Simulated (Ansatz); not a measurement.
# BN: the cost of one run

Program: Ansatz 0.2.0. Level of theory: DFT PBE+D3(BJ), scalar-relativistic, plane waves, PAW. These are calculated values, not measurements.

3 further runs of the same task are left out: 1 that didn't finish, 2 set aside as unsound or not needed.

## 1. The structure to begin with

The structure is orthorhombic, space group Fmm2 (No. 42). Conventional cell: a = 2.508 Å, b = 6.679 Å, c = 4.338 Å, α = 90.00°, β = 90.00°, γ = 90.00°. B (site symmetry mm2) has 3 N at 1.45 Å as nearest neighbours. Around N (site symmetry mm2) lie 3 B at 1.45 Å.

Structure file:

```
B N
1.0
     0.00000    3.33948    2.16883
     1.25384    0.00000    2.16883
     1.25384    3.33948    0.00000
B N
1 1
Cartesian
  1.2538 3.3395 0.0005
  1.2538 3.3395 2.8915
```

It goes back to an entry of the Materials Project, which need not be the stable form.

This cell was relaxed beforehand with the same method: volume 9.08 Å³/atom, gap on the mesh 3.66 eV.

## 2. Static run: bands, density of states and charges

Input file input.yaml:

```yaml
crystal:
  lattice:
    - [0.0, 3.3394821895, 2.1688319106]
    - [1.2538424675, 0.0, 2.1688319106]
    - [1.2538424675, 3.3394821895, 0.0]
  atoms:
    - { symbol: B, position: [0.0001068737, 0.0001068737, 0.9998931263] }
    - { symbol: "N", position: [0.6665931163, 0.6665931163, 0.3334068837] }
basis:
  ecutwfc: 420
kpoints:
  mp_grid: { grid: [12, 12, 12] }
  band_path:
    path:
      - [[0.0, 0.0, 0.0], [0.5, 0.0, 0.5], [1.0, 0.5, 0.5], [0.5, 0.5, 0.0], [0.0, 0.0, 0.0], [0.0, 0.36879791, 0.36879791]]
      - [[1.0, 0.63120209, 0.63120209], [1.0, 0.5, 0.5]]
      - [[0.5, 0.0, 0.5], [0.5, 0.29831275, 0.79831275]]
      - [[0.5, 0.70168725, 0.20168725], [0.5, 0.5, 0.0]]
    npoints: 14
hamiltonian:
  xc: pbe
  dispersion: d3bj
scf:
  occupations: { method: gaussian, width: 0.02 }
  n_extra_bands: 6
output:
  forces: true
  stress: true
  eigenvalues: true
  populations: true
  dos: { projected: true, de: 0.02, nscf_kmesh: { grid: [18, 18, 18] } }
  bader: true
  write_density: true
  write_potential: true
  elf: true
  volumetric_format: npy
```

Launch:

```
> ansatz run input.yaml --threads 1 --pin off --max-ram 2560MiB --backend cpu --events-out ev --progress --plain --runs-dir out
```

What time and memory should one allow on 1 thread of Intel Xeon 6975P-C (Granite Rapids), shared host?

About 27 s, with a peak of 0.42 GiB.
